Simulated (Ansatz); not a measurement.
Runs of Ansatz 0.2.0 on Sb. It takes space group R-3m (No. 166, trigonal). The conventional cell has a = 4.308 Å, b = 4.308 Å, c = 11.274 Å, α = 90.00°, β = 90.00°, γ = 120.00°. Around Sb (site symmetry 3m) lie 3 Sb at 2.91 Å. 

```csv
level,share of exact exchange,gap on the mesh (eV),pressure (GPa),largest force (eV/Å)
PBE0 form with a typed share of exact exchange,0.1,0.44,1.9,(b)
PBE0 form with a typed share of exact exchange,0.35,1.04,0.0,0.54
PBE0,0.25,0.81,(c),0.40
PBE0 form with a typed share of exact exchange,0.15,0.58,1.5,0.26
PBE0 form with a typed share of exact exchange,0.5,1.37,(a),0.76
```

Alike in all rows: task single point; potentials or basis Ansatz PAW; no spin polarisation; cell as given; k mesh 4 × 4 × 4; cutoff (eV) 420; smearing fermi-dirac 0.05 eV; the mesh is coarse, so values aren't converged.

Question: Fill in the values left out.

Answer: (a) -1.1; (b) 0.19; (c) 0.7.

Caveats: all runs use coarse meshes; spin-orbit coupling is left out, which moves the levels of the heavy elements; the PAW data sets come from PBE, with cores solved anew for the run's functional, which leaves a small shift of forces and pressure; the thresholds are loose for stress.

A k mesh can miss the band edges, and the runs leave out spin-orbit coupling on Sb.

Runs at the PBE level aren't shown here.
